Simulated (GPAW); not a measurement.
The system is TePb.

```
Pb Te
1.0
     0.00000    3.23100    3.23100
     3.23100    0.00000    3.23100
     3.23100    3.23100    0.00000
Pb Te
1 1
Direct
  0.00000 0.00000 0.00000
  0.50000 0.50000 0.50000
```

| Quantity | Value |
| --- | --- |
| Program | GPAW 26.7.0 |
| Task | relaxation of cell and atoms |
| Functional | PBEsol |
| Dispersion | D4 |
| Potentials or basis | PAW data sets generated in the run's folder for this functional |
| Cutoff | 600 eV |
| Basis | pw |
| k mesh | 7 × 7 × 7 |
| Occupations | fermi-dirac, width 0.05 eV |
| Spin | no spin polarisation |

At the start: pressure -1.8 GPa; volume 33.73 Å³/atom.

Task: Where does the relaxation end?

Result: Over 4 steps the energy falls by 7.9 meV/atom and the volume is 32.37 Å³/atom (-4.0 %); space group Fm-3m (No. 225, to 0.05 Å).

The path:
```csv
step,energy change (eV),largest force (eV/Å),pressure (GPa),volume (Å³)
1,0.0000,0.0000,-1.79,67.46
2,-0.0055,0.0000,-1.47,66.92
3,-0.0157,0.0000,0.11,64.59
4,-0.0157,0.0000,0.00,64.74
```

Final structure:
```
CELL_PARAMETERS angstrom
0.00000 3.18702 3.18702
3.18702 0.00000 3.18702
3.18702 3.18702 0.00000
ATOMIC_POSITIONS crystal
Pb 0.00000 0.00000 0.00000
Te 0.50000 0.50000 0.50000
```

Caveat: later steps reuse the first step's grids.
